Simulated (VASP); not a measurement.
# C (P6_3/mmc) in VASP: further runs

Runs on C. Level: PBE. Tasks: single point, relaxation of cell and atoms.

Everything below comes from runs of VASP 6.6.1. Logs are shortened: lines on timing, memory, paths and dates and some standing lists are left out, and cuts for length are marked.

## Step 1: The structure

It takes space group P6_3/mmc (No. 194, hexagonal). The conventional cell has a = 2.465 Å, b = 2.465 Å, c = 6.741 Å, α = 90.00°, β = 90.00°, γ = 120.00°. C (site symmetry -6m2) is surrounded by 3 C at 1.42 Å. Around C (site symmetry -6m2) lie 3 C at 1.42 Å.

## Step 2: Single point, PBE (relaxed again under DFT PBE, scalar-relativistic, plane waves, PAW)

Contents of INCAR:

```
SYSTEM = C
PREC = Accurate
ENCUT = 520
EDIFF = 1E-6
ISMEAR = 0
SIGMA = 0.1
LREAL = .False.
LASPH = .True.
NELM = 100
ALGO = Fast
ISIF = 2
LWAVE = .False.
LCHARG = .False.
GGA = PE
NBANDS = 16
```

Contents of KPOINTS:

```
regular mesh
0
Gamma
  21 21 6
  0 0 0
```

Contents of POSCAR:

```
C
1.0
    2.4665105771      0.0000000000      0.0000000000
   -1.2332552886      2.1360608185      0.0000000000
    0.0000000000      0.0000000000      8.5290666178
C
4
Direct
    0.0000000000      0.0000000000      0.0025000000
    0.0000000000      0.0000000000      0.5025000000
    0.3333333333      0.6666666667      0.0025000000
    0.6666666667      0.3333333333      0.5025000000
```

Potentials or basis: VASP PAW PBE potentials, release 64 (C).

On the command line:

```bash
$ cat potpaw_PBE.64/C/POTCAR > POTCAR
$ mpirun -np 1 vasp_std > vasp.out
```

OUTCAR:

```text
SYSTEM = C
   PREC = Accurate
   ENCUT = 520
   EDIFF = 1E-6
   ISMEAR = 0
   LREAL = .False.
   LASPH = .True.
   NELM = 100
   ISIF = 2
   GGA = PE

 ion  position               nearest neighbor table
   1  0.000  0.000  0.002-   3 1.42   3 1.42   3 1.42
   2  0.000  0.000  0.502-   4 1.42   4 1.42   4 1.42
   3  0.333  0.667  0.002-   1 1.42   1 1.42   1 1.42
   4  0.667  0.333  0.502-   2 1.42   2 1.42   2 1.42

  LATTYP: Found a hexagonal cell.
 ALAT       =     2.4665105771
 C/A-ratio  =     3.4579485274

  Lattice vectors:

 A1 = (   2.4665105771,   0.0000000000,   0.0000000000)
 A2 = (  -1.2332552886,   2.1360608185,   0.0000000000)
 A3 = (   0.0000000000,   0.0000000000,   8.5290666178)

Analysis of symmetry for initial positions (statically):
=====================================================================
 Subroutine PRICEL returns:
 Original cell was already a primitive cell.

 Routine SETGRP: Setting up the symmetry group for a
 hexagonal supercell.

 Subroutine GETGRP returns: Found 24 space group operations
 (whereof  6 operations were pure point group operations)
 out of a pool of 24 trial point group operations.

The static configuration has the point symmetry C_3v.
 The point group associated with its full space group is D_6h.

Analysis of symmetry for dynamics (positions and initial velocities):
=====================================================================
 Subroutine PRICEL returns:
 Original cell was already a primitive cell.

 Routine SETGRP: Setting up the symmetry group for a
 hexagonal supercell.

 Subroutine GETGRP returns: Found 24 space group operations
 (whereof  6 operations were pure point group operations)
 out of a pool of 24 trial point group operations.

The dynamic configuration has the point symmetry C_3v.
 The point group associated with its full space group is D_6h.

 Subroutine INISYM returns: Found 24 space group operations
 (whereof  6 operations are pure point group operations),
 and found     1 'primitive' translations

----------------------------------------------------------------------------------------

                                     Primitive cell

  volume of cell :      44.9364

  direct lattice vectors                    reciprocal lattice vectors
     2.466510577  0.000000000  0.000000000     0.405431061  0.234075732  0.000000000
    -1.233255289  2.136060818  0.000000000     0.000000000  0.468151464  0.000000000
     0.000000000  0.000000000  8.529066618     0.000000000  0.000000000  0.117246124

  length of vectors
     2.466510577  2.466510577  8.529066618     0.468151464  0.468151464  0.117246124

  position of ions in fractional coordinates (direct lattice)
     0.000000000  0.000000000  0.002500000
     0.000000000  0.000000000  0.502500000
     0.333333333  0.666666667  0.002500000
     0.666666667  0.333333333  0.502500000

  ion indices of the primitive-cell ions
   primitive index   ion index
                 1           1
                 2           2
                 3           3
                 4           4

----------------------------------------------------------------------------------------

 KPOINTS: regular mesh

Automatic generation of k-mesh.
 Grid dimensions read from file:
 generate k-points for:   21   21    6

 Generating k-lattice:

  Cartesian coordinates                     Fractional coordinates (reciprocal lattice)
     0.019306241  0.011146463  0.000000000     0.047619048  0.000000000  0.000000000
     0.000000000  0.022292927  0.000000000     0.000000000  0.047619048  0.000000000
     0.000000000  0.000000000  0.019541021     0.000000000  0.000000000  0.166666667

  Length of vectors
     0.022292927  0.022292927  0.019541021

  Shift w.r.t. Gamma in fractional coordinates (k-lattice)
     0.000000000  0.000000000  0.000000000

 Subroutine IBZKPT returns following result:
 ===========================================

 Found    192 irreducible k-points:

 Following reciprocal coordinates:
            Coordinates               Weight
  0.000000  0.000000  0.000000      1.000000
  0.047619  0.000000  0.000000      6.000000
  0.095238 -0.000000  0.000000      6.000000
  0.142857 -0.000000  0.000000      6.000000
  0.190476 -0.000000  0.000000      6.000000
  0.238095  0.000000  0.000000      6.000000
[... 16 lines left out ...]
  0.142857  0.095238  0.000000     12.000000
  0.190476  0.095238  0.000000     12.000000
 [... further k-points ...]
   k-points           NKPTS =    192   k-points in BZ     NKDIM =    192   number of bands    NBANDS=     16
   number of dos      NEDOS =    301   number of ions     NIONS =      4
   total plane-waves  NPLWV =  20736
   dimension x,y,z NGX =    18 NGY =   18 NGZ =   64
   dimension x,y,z NGXF=    36 NGYF=   36 NGZF=  128
   ions per type =               4
   NGX,Y,Z   is equivalent  to a cutoff of  12.13, 12.13, 12.47 a.u.
   NGXF,Y,Z  is equivalent  to a cutoff of  24.26, 24.26, 24.95 a.u.
 SYSTEM =  C
   PREC   = accura    normal or accurate (medium, high low for compatibility)
   ISTART =      0    job   : 0-new  1-cont  2-samecut
   ICHARG =      2    charge: 1-file 2-atom 10-const
   ISPIN  =      1    spin polarized calculation?
   LNONCOLLINEAR =      F non collinear calculations
   LSORBIT =      F    spin-orbit coupling
   LASPH  =      T    aspherical Exc in radial PAW
   ENCUT  =  520.0 eV  38.22 Ry    6.18 a.u.   4.59  4.59 15.86*2*pi/ulx,y,z
   NELM   =    100;   NELMIN=  2; NELMDL= -5     # of ELM steps
   EDIFF  = 0.1E-05   stopping-criterion for ELM
   LREAL  =      F    real-space projection
   EDIFFG = 0.1E-04   stopping-criterion for IOM
   NSW    =      0    number of steps for IOM
   IBRION =     -1    ionic relax: 0-MD 1-quasi-New 2-CG
   NFREE  =      0    steps in history (QN), initial steepest desc. (CG)
   ISIF   =      2    stress and relaxation
   ISYM   =      2    0-nonsym 1-usesym 2-fastsym
   POTIM  = 0.5000    time-step for ionic-motion
   TEBEG  =    0.0;   TEEND  =   0.0 temperature during run
   PSTRESS=    0.0 pullay stress
   NELECT =      16.0000    total number of electrons
   NUPDOWN=      -1.0000    fix difference up-down
   EMIN   =  10.00;   EMAX   =-10.00  energy-range for DOS
   EFERMI =   0.00;   METHOD = LEGACY
   ISMEAR =     0;   SIGMA  =   0.10  broadening in eV -4-tet -1-fermi 0-gaus
   EFERMI_NEDOS =   21; number of points for ismear=-14 and -15
   IALGO  =     68    algorithm
   IMIX   =      4    mixing-type and parameters
     AMIX     =   0.40;   BMIX     =  1.00
     AMIX_MAG =   1.60;   BMIX_MAG =  1.00
  volume/ion in A,a.u.               =      11.23        75.81
  Fermi-wavevector in a.u.,A,eV,Ry     =   1.160332  2.192709 18.318468  1.346369
  Thomas-Fermi vector in A             =   2.296915
   LORBIT       =      0    0 simple, 1 ext, 2 COOP (PROOUT), +10 PAW based schemes
   GGA     = PE    functional components
   LHFCALC =     F    Hartree Fock is set to
   AEXX    =    0.0000 exact exchange contribution
   IVDW    =     0    specifies the selected vdW correction
   LEPSILON=     F    determine dielectric tensor
   LRPA    =     F    only Hartree local field effects (RPA)
 non-spin polarized calculation
 RMM-DIIS sequential band-by-band and
 Gauss-broadening in eV      SIGMA  =   0.10
  energy-cutoff  :      520.00
  volume of cell :       44.94
 maximum number of plane-waves:      1233
   NGX =  9   NGY =  9   NGZ = 31

 number of electron      15.9999996 magnetization

 Free energy of the ion-electron system (eV)
  ---------------------------------------------------
  ext. energy  EPLUGINS =         0.00000000
  ---------------------------------------------------
  free energy    TOTEN  =       -36.90566901 eV

  energy without entropy =      -36.90489984  energy(sigma->0) =      -36.90528442

 E-fermi :   2.7907     XC(G=0):  -8.7205

 val. band max:        2.7902825424   @ k =   0.3333   0.3333   0.1667
 cond. band min:       2.7909287350   @ k =   0.3333   0.3333   0.3333
 fundamental gap:      0.0006461927
 Fermi energy:         2.7906658908

 k-point     1 :       0.0000    0.0000    0.0000
  band No.  band energies     occupation
      1     -16.7417      2.00000
      2     -16.7060      2.00000
      3      -5.0555      2.00000
      4      -4.5738      2.00000
      5      -0.2532      2.00000
      6      -0.2532      2.00000
[... 8 lines left out ...]
     15      14.1976      0.00000
     16      14.2220      0.00000

 k-point     2 :       0.0476    0.0000    0.0000
  band No.  band energies     occupation
      1     -16.6882      2.00000
      2     -16.6525      2.00000
      3      -4.9909      2.00000
      4      -4.5106      2.00000
      5      -0.4735      2.00000
      6      -0.4720      2.00000
[... 8 lines left out ...]
     15      14.0089      0.00000
     16      14.0357      0.00000

 k-point     3 :       0.0952   -0.0000    0.0000
  band No.  band energies     occupation
      1     -16.5274      2.00000
      2     -16.4922      2.00000
      3      -4.7975      2.00000
      4      -4.3214      2.00000
      5      -1.0914      2.00000
      6      -1.0888      2.00000
[... 8 lines left out ...]
     15      13.4648      0.00000
     16      13.4997      0.00000

 k-point     4 :       0.1429   -0.0000    0.0000
  band No.  band energies     occupation
      1     -16.2600      2.00000
      2     -16.2256      2.00000
      3      -4.4769      2.00000
      4      -4.0080      2.00000
      5      -2.0076      2.00000
      6      -2.0034      2.00000
[... 8 lines left out ...]
     15      13.0109      0.00000
     16      13.0156      0.00000

 k-point     5 :       0.1905   -0.0000    0.0000
  band No.  band energies     occupation
      1     -15.8871      2.00000
      2     -15.8538      2.00000
      3      -4.0322      2.00000
      4      -3.5737      2.00000
      5      -3.1160      2.00000
      6      -3.1099      2.00000
[... 8 lines left out ...]
     15      14.3008      0.00000
     16      14.3058      0.00000

 k-point     6 :       0.2381    0.0000    0.0000
  band No.  band energies     occupation
      1     -15.4102      2.00000
      2     -15.3782      2.00000
      3      -4.3308      2.00000
      4      -4.3226      2.00000
      5      -3.4683      2.00000
      6      -3.0242      2.00000
[... 8 lines left out ...]
     15      15.7803      0.00000
     16      15.7859      0.00000

 k-point     7 :       0.2857   -0.0000    0.0000
  band No.  band energies     occupation
      1     -14.8315      2.00000
      2     -14.8012      2.00000
      3      -5.5894      2.00000
      4      -5.5790      2.00000
      5      -2.7939      2.00000
      6      -2.6029      2.00000
[... 8 lines left out ...]
     15      17.3738      0.00000
     16      17.3790      0.00000

 k-point     8 :       0.3333    0.0000    0.0000
  band No.  band energies     occupation
      1     -14.1547      2.00000
      2     -14.1262      2.00000
      3      -6.8475      2.00000
      4      -6.8348      2.00000
      5      -2.9948      2.00000
      6      -2.9912      2.00000
[... 8 lines left out ...]
     15      16.2311      0.00000
     16      19.0025      0.00000

 k-point     9 :       0.3810   -0.0000    0.0000
  band No.  band energies     occupation
      1     -13.3860      2.00000
      2     -13.3596      2.00000
      3      -8.0715      2.00000
      4      -8.0565      2.00000
      5      -3.3007      2.00000
      6      -3.2969      2.00000
[... 8 lines left out ...]
     15      16.8825      0.00000
     16      17.1693      0.00000
[... 172 lines left out ...]
 k-point    19 :       0.3810    0.0476    0.0000
  band No.  band energies     occupation
      1     -12.9339      2.00000
      2     -12.9087      2.00000
      3      -8.6331      2.00000
      4      -8.6173      2.00000
      5      -3.5954      2.00000
      6      -3.5911      2.00000
[... 8 lines left out ...]
     15      16.2929      0.00000
     16      17.5797      0.00000

 k-point    20 :       0.4286    0.0476    0.0000
  band No.  band energies     occupation
      1     -12.0703      2.00000
      2     -12.0483      2.00000
      3      -9.7294      2.00000
      4      -9.7124      2.00000
      5      -3.7544      2.00000
      6      -3.7501      2.00000
[... 8 lines left out ...]
     15      14.9146      0.00000
     16      16.7009      0.00000

 k-point    21 :       0.4762    0.0476    0.0000
  band No.  band energies     occupation
      1     -11.4573      2.00000
      2     -11.4456      2.00000
      3     -10.4121      2.00000
      4     -10.4028      2.00000
      5      -3.8079      2.00000
      6      -3.8035      2.00000
[... 8 lines left out ...]
     15      15.3797      0.00000
     16      15.9871      0.00000

 k-point    22 :       0.0952    0.0952    0.0000
  band No.  band energies     occupation
      1     -16.1000      2.00000
      2     -16.0661      2.00000
      3      -4.2856      2.00000
      4      -3.8210      2.00000
      5      -2.3510      2.00000
      6      -2.3484      2.00000
[... 8 lines left out ...]
     15      12.9664      0.00000
     16      12.9738      0.00000

 k-point    23 :       0.1429    0.0952    0.0000
  band No.  band energies     occupation
      1     -15.7279      2.00000
      2     -15.6951      2.00000
      3      -3.8427      2.00000
      4      -3.3887      2.00000
      5      -3.2907      2.00000
      6      -3.2864      2.00000
[... 8 lines left out ...]
     15      13.6923      0.00000
     16      13.7143      0.00000

 k-point    24 :       0.1905    0.0952    0.0000
  band No.  band energies     occupation
      1     -15.2521      2.00000
      2     -15.2206      2.00000
      3      -4.3864      2.00000
      4      -4.3795      2.00000
      5      -3.2810      2.00000
      6      -2.8416      2.00000
[... 8 lines left out ...]
     15      14.6877      0.00000
     16      14.7617      0.00000

 [... further k-points ...]
[... 5 lines left out ...]
  --------------------------------------------------------------------------------------
  -------------------------------------------------------------------------------------
  Total        0.1574126      0.1574126     -0.0046640     -0.0000000     -0.0000000      0.0000000
  in kB        5.6124431      5.6124431     -0.1662932     -0.0000000     -0.0000000      0.0000000
  external PRESSURE =       3.6861977 kB  Pullay stress =       0.0000000 kB

 VOLUME and BASIS-vectors are now :
 -----------------------------------------------------------------------------
  energy-cutoff  :      520.00
  volume of cell :       44.94
      direct lattice vectors                 reciprocal lattice vectors
     2.466510577  0.000000000  0.000000000     0.405431061  0.234075732  0.000000000
    -1.233255289  2.136060818  0.000000000     0.000000000  0.468151464  0.000000000
     0.000000000  0.000000000  8.529066618     0.000000000  0.000000000  0.117246124

 POSITION                                       TOTAL-FORCE (eV/Angst)
 -----------------------------------------------------------------------------------
      0.00000      0.00000      0.02132         0.000000     -0.000000     -0.000000
      0.00000      0.00000      4.28586        -0.000000      0.000000      0.000000
     -0.00000      1.42404      0.02132         0.000000     -0.000000     -0.000000
      1.23326      0.71202      4.28586        -0.000000      0.000000      0.000000
 -----------------------------------------------------------------------------------
    total drift:                               -0.000000     -0.000000     -0.000011

  FREE ENERGIE OF THE ION-ELECTRON SYSTEM (eV)
  ---------------------------------------------------
  free  energy   TOTEN  =       -36.9056690112 eV

  energy  without entropy=      -36.9048998358  energy(sigma->0) =      -36.90528442
```

Wall time 68 s (1 thread of AMD EPYC 9R14 (Zen 4), shared host); peak memory 0.18 GiB.

Results:

- Free energy: -36.9057 eV
- Pressure: 0.4 GPa
- Band gap on the k mesh: none (metal or under the smearing width)

Levels at points of the mesh, in eV from the Fermi level:
```
           k point  band 6  band 7  band 8  band 9  band 10  band 11
(0.00, 0.00, 0.00)   -3.04   -3.04   -3.04    3.08     6.39     8.30
(0.00, 0.00, 0.50)   -3.04   -3.04   -3.04    4.35     4.35     8.30
```

Caveat: this functional lacks dispersion, which binds the layers, so the pressure and a relaxed spacing across them are unreliable.

## Step 3: Relaxation of cell and atoms, PBE

Contents of INCAR:

```
PREC = Accurate ; ENCUT = 600
EDIFF = 1E-6 ; ISMEAR = 0
SIGMA = 0.1 ; LREAL = F
LASPH = T ; NELM = 100
ALGO = Fast ; ISIF = 3
LWAVE = F ; LCHARG = F
GGA = PE ; IBRION = 2
NSW = 70 ; EDIFFG = -0.005
```

Contents of KPOINTS:

```
regular mesh
0
Gamma
  21 21 6
```

Contents of POSCAR:

```
C
1.0
    2.4649634469      0.0000000000      0.0000000000
   -1.2324817235      2.1347209644      0.0000000000
    0.0000000000      0.0000000000      6.7405387673
C
4
Direct
    0.0000000000      0.0000000000      0.0025000114
    0.0000000000      0.0000000000      0.5025000114
    0.3333333333      0.6666666667      0.0024999886
    0.6666666667      0.3333333333      0.5024999886
```

Potentials or basis: VASP PAW PBE potentials, release 64 (C).

On the command line:

```bash
$ cat potpaw_PBE.64/C/POTCAR > POTCAR
$ mpirun -np 1 vasp_std > vasp.out
```

Run time: 7.8 min. Hardware: 1 thread of AMD EPYC 9R14 (Zen 4), shared host; peak memory 0.18 GiB.

It converged, with:

* Free energy: -36.9021 eV
* Relaxed volume: 10.40 Å³/atom
* Relaxed cell: a = 2.467 Å, b = 2.467 Å, c = 7.892 Å, α = 90.00°, β = 90.00°, γ = 120.00°
* Space group after relaxing (to 0.05 Å): P6_3/mmc (No. 194)
* Energy gained by relaxing: 11.2 meV/atom
* Ionic steps: 12
* Pressure after relaxing: 0.0 GPa
* Band gap on the k mesh: none (metal or under the smearing width)

Step by step:
```
step  energy change (eV)  largest force (eV/Å)  pressure (GPa)  volume (Å³)
   1              0.0000                0.0000            1.38        35.47
   2             -0.0049                0.0000            0.09        35.86
   3             -0.0098                0.0000           -3.05        36.87
   4             -0.0108                0.0000           -2.97        36.92
   5             -0.0136                0.0000           -2.83        37.07
   6             -0.0188                0.0000           -2.44        37.37
   7             -0.0273                0.0000           -1.66        37.96
   8             -0.0383                0.0000           -0.08        39.15
   9             -0.0405                0.0000            2.75        41.48
  10             -0.0425                0.0000            1.70        40.60
  11             -0.0445                0.0000            0.36        41.39
  12             -0.0447                0.0000            0.01        41.60
```

Final structure:
```xyz
4
Lattice="2.4671 0.0000 0.0000 -1.2335 2.1365 0.0000 0.0000 0.0000 7.8918" Properties=species:S:1:pos:R:3 pbc="T T T"
C     0.0000    0.0000    0.0197
C     0.0000    0.0000    3.9656
C     0.0000    1.4244    0.0197
C     1.2335    0.7122    3.9656
```

Levels at points of the mesh, in eV from the Fermi level:
```csv
k point,band 5,band 6,band 7,band 8,band 9,band 10,band 11,band 12
"(0.00, 0.00, 0.00)",-3.04,-3.04,-3.04,-3.04,3.34,8.30,8.30,8.31
"(0.00, 0.00, 0.50)",-3.04,-3.04,-3.04,-3.04,4.95,4.95,8.30,8.30
```

Caveat: the volume moved by over 15 % at a fixed basis, so the end points are rough; this functional lacks dispersion, which binds the layers, so the pressure and a relaxed spacing across them are unreliable, and here the layers came unbound. Zero-point motion and thermal expansion aren't in these numbers.
